**Q:** This is one aluminium crystal held at seven volumes. Which of them would it settle at if I let go?

Fcc aluminium at fixed volumes, computed with ABINIT 10.8.3 using PBE with D3 dispersion and JTH PAW PBE v2.0 datasets, without spin polarisation. The plane-wave cutoff is 544 eV, the k mesh 11×11×11 and the Fermi–Dirac smearing 0.05 eV. Energies are counted from the minimum of the fitted curve, and a positive pressure pushes outward.

| volume (Å³/atom) | energy (meV/atom) | pressure (GPa) |
| --- | --- | --- |
| 15.61 | 4.33 | 2.810 |
| 15.94 | 0.48 | 0.870 |
| 16.27 | 0.43 | -0.870 |
| 16.60 | 3.79 | -2.420 |
| 16.93 | 10.20 | -3.800 |
| 17.27 | 19.31 | -5.020 |
| 17.60 | 30.82 | -6.110 |

**A:** None of the seven exactly. The volume is the space per atom, and the energy is counted from the lowest point of a curve fitted to all seven rows. A positive pressure means that the crystal pushes outward. It pushes outward at 15.94 Å³ and pulls inward at 16.27 Å³, so it comes to rest in between, and the fitted curve puts that point at 16.11 Å³.

Pressure is minus the slope of the energy against volume. Where the energy falls on expansion, the crystal wants to grow. Where it rises, the crystal wants to shrink, and something has to hold it open. That is the case for the last four rows and, slightly, for the row at 16.27 Å³.

**Q:** But those two middle rows have almost the same energy, 0.48 and 0.43 meV. Is the crystal indifferent between them?

**A:** No, they lie on opposite sides of one valley. Each is about 0.17 Å³ from the bottom, so each has climbed by about the same small amount. The pressures make this plain: they are equal in size, 0.870 GPa, and opposite in sign. An indifferent crystal would have a pressure near zero at both volumes.

**Q:** Is it harder to squeeze this crystal or to stretch it?

**A:** To squeeze it. The rows at 15.61 and 16.60 Å³ both lie about 0.50 Å³ from the minimum, one on each side. Squeezing costs 4.33 meV per atom and stretching 3.79 meV.

The two distances aren't quite equal, so it is fairer to divide each energy by the square of its distance. If the energy were a parabola in volume, that ratio would be the same everywhere. Ideal springs along the bonds would make it about 4 % larger for the squeezed row than for the stretched one, because the same step in volume changes the bond length a little more on squeezing. Here it is 12 % larger. It also falls at every step from the smallest volume to the largest, so the asymmetry belongs to the whole curve and not to one pair of rows.

**Q:** Why should a metal behave like that? I thought of it as balls on springs.

**A:** For aluminium it is better to think first of the electrons. Each atom gives three outer electrons to a common gas that fills the crystal, and two large effects compete in it. Confining electrons to less space shortens their wavelengths and raises their kinetic energy, which pushes outward. Bringing electrons and ions closer together lowers their electrostatic energy, which pulls inward.

The two effects depend on distance in different ways. A wavelength scales with the distance between atoms, and kinetic energy goes as one over the wavelength squared, hence as V^(−2/3), where V is the volume. Electrostatic energy goes as one over distance, hence as V^(−1/3). Taking the slope lowers each exponent by one, so the outward pressure goes as V^(−5/3) and the inward pull as V^(−4/3).

At rest the two cancel. If you squeeze the crystal, both grow, but the outward push grows faster and wins. If you stretch it, both fade, but the outward push fades faster and the pull wins. The force that brings the crystal back is the difference between the two, and on stretching it is a difference between two weakening terms. That is why the crystal grows softer as it expands and stiffer as it is compressed.

The table holds only totals, so this division comes from theory. A free-electron gas of this density has a kinetic pressure of the order of 100 GPa. The few gigapascals in the table are therefore small remainders of a contest between much larger pressures.

**Q:** How fast does it soften, and does your picture get the amount right?

**A:** Stiffness against a change of volume is measured by the bulk modulus, B = −V dP/dV, where P is the pressure. You can read it from neighbouring rows: take the drop in pressure, divide by the step in volume and multiply by the volume halfway. The true step is 0.332 Å³ throughout; the printed volumes look uneven only because they are rounded. This gives 84.4 GPa for the interval around the minimum and 57.2 GPa for the last one.

In terms of bond length the change is striking. A straight line through the logarithms of modulus and volume, fitted to all six intervals, says that a bond longer by 1 % makes the crystal about 13 % softer. A small strain therefore changes the stiffness far more than it changes the size.

Now for the estimate. Let v be the volume divided by the rest volume, and write the pressure as A(v^(−5/3) − v^(−4/3)), where A is the size of each opposing pressure at rest. The modulus is then A(5/3 · v^(−5/3) − 4/3 · v^(−4/3)), which at rest is simply A/3. I set A so that A/3 equals the 84.4 GPa found around the minimum. The last two rows, which define the final interval, play no part in that choice. It makes A about 253 GPa, well above the 142 GPa of a free-electron gas at this density. So the simple picture doesn't give the stiffness itself, and only the softening relative to the rest state is tested here.

The middle of the last interval is 17.435 Å³ and that of the interval around the minimum is 16.105 Å³, so v = 1.083. Then v^(−5/3) is 0.876 and v^(−4/3) is 0.900. The bracket becomes 1.46 − 1.20 = 0.26, against 1/3 at rest, a ratio of 0.78. The predicted modulus is 0.78 × 84.4 ≈ 66 GPa.

The calculation gives 57 GPa. The picture therefore has the right direction and about two thirds of the softening, 18 GPa out of 27. Once the stiffness at rest is given, two powers of volume with no further detail of aluminium reproduce most of the effect.

**Q:** What does it leave out?

**A:** There is a short rule that shows where it falls short. When two opposing pressures go as V^(−a) and V^(−b), the modulus at rest rises by a + b for each unit of applied pressure. For our pair that is 5/3 + 4/3 = 3. The curve fitted to the energies gives 4.59, so the real balance shifts more sharply with volume than the simple one.

One omission is the ion core, which keeps the outer electrons out of a small region around each nucleus. The energy this costs goes as 1/V, so its pressure goes as V^(−2). Even if it supplied the whole outward push, the sum would rise only to 2 + 4/3, or about 3.3. My guess is that much of the rest comes from the way the electrons gather around the ions, which the picture of a uniform gas ignores.

The same rule tells you which curve to draw through the points. A parabola in volume makes the pressure a straight line, and its modulus then grows on expansion, which is the wrong way round. A parabola in V^(−2/3), the simplest Birch–Murnaghan form, has pressures in V^(−7/3) and V^(−5/3), so its sum is 4. That is much closer to what this metal does.

Fitted by least squares to all seven energies, with three constants each, the two parabolas agree on the rest volume but not on the stiffness. The parabola in volume gives 72 GPa and the other 83 GPa. Most of the rows are stretched, and the first parabola spreads their softness over the whole range. The curve behind the table's zero of energy has one more constant, which leaves the sum free, and it gives 84 GPa.

**Q:** Then which digits can I trust?

**A:** Within these settings, the rest volume is good to about 0.01 Å³. The reported curve and the parabola in V^(−2/3) both put it at 16.11 Å³. The parabola in volume does too, but it fits the energies so much worse that its agreement may be luck. The printed pressures would put it about 0.007 Å³ lower, because they lie slightly below the pressures that follow from the slope of the energies. They are worked out with a fixed set of plane waves, which describes a larger cell a little less well, so expansion looks slightly too costly and the outward push comes out too small.

Agreement with other settings is a separate matter. The mesh and the cutoff are ordinary working choices, and no second run tests them. An error that is the same at every volume does no harm to the rest volume. One that drifts with volume tilts the valley and moves its minimum, and the points can still lie on a smooth curve. The valley is shallow, since a volume 1 % off costs ½ × B × V × (0.01)², or only 0.42 meV per atom. But to move the minimum by that 1 %, the error must tilt the valley by B × 0.01, which is about 5.3 meV per Å³.

For these settings I would quote the modulus as 84 GPa and treat the 4.59 with more caution. It measures how the curvature changes, so it needs rows well out on both sides. These reach about 9 % above the rest volume but only 3 % below it.

**Q:** What would change if I switched off the dispersion correction, or took another metal?

**A:** The correction, D3, adds an attraction between pairs of atoms that strengthens as they approach, except at short range, where it is damped. Summed over all pairs it should pull the crystal inward. In a metal the mobile electrons screen much of this attraction. The pairwise form neglects that, so D3 may pull too hard here. I would expect plain PBE to give a larger volume and probably a softer crystal, though removing D3 also changes the shape of the energy curve, not only the place of its minimum. There is no run without D3 here to show by how much.

The table does show how little it takes. At 16.60 Å³ the crystal pulls inward with 2.42 GPa, which is an energy slope of 15 meV per Å³. If D3 supplied that much slope at this volume, the crystal would rest there without it, 3 % larger than it does now. Real aluminium is also swollen a little by the motion of its atoms, even at the lowest temperatures, and this static calculation leaves that out.

For another simple metal, look first at how densely its outer electrons are packed. Sodium gives one electron per atom instead of three and spreads it over a larger volume. Both opposing pressures are then much smaller, and so is the imbalance that a given squeeze opens between them, which is why sodium is a far softer metal. Both pressures should still fade on expansion, the outward push faster, so a sodium table like this one should again show squeezing as the harder direction.
